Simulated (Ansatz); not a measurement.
# Se: pressure against volume, fitted

```xyz
3
Lattice="4.3662 0.0000 0.0000 -2.1831 3.7812 0.0000 0.0000 0.0000 4.9536" Properties=species:S:1:pos:R:3 pbc="T T T"
Se    0.9841    0.0000    1.6512
Se   -0.4921    0.8523    3.3024
Se    1.6910    2.9289    0.0000
```

Atoms are numbered in the order listed.

The cell is COD entry 9012501, as deposited and not checked against the literature; nothing was relaxed.

The calculation used DFT, PBE, all-electron LAPW, scalar-relativistic in Ansatz 0.2.0.

Sampling and basis: a Γ-centred 6×6×5 k mesh, Fermi–Dirac smearing of 0.03 eV, basis error target 1 meV/atom, no spin polarisation.

The cell is scaled evenly. Fractional coordinates are held (clamped ions).

```
V (Å³/atom)  P (GPa)
     25.625     7.11
     26.170     5.51
     26.716     4.07
     26.988     3.41
     27.261     2.77
     27.533     2.17
     27.806     1.60
     28.896    -0.40
```

Q: Fit a third-order Birch–Murnaghan curve to the pressures.

A: P = (3B0/2)(y^(7/2) − y^(5/2))[1 + (3/4)(B0′ − 4)(y − 1)] with y = (V0/V)^(2/3) fits within 0.01 GPa for V0 = 28.659 Å³/atom, B0 = 49.6 GPa and B0′ = 4.41.

Q: Predict the pressure at the withheld volume, 28.351 Å³/atom.

A: There y = 1.0072, so the fit gives 0.55 GPa; the run gave 0.55 GPa.
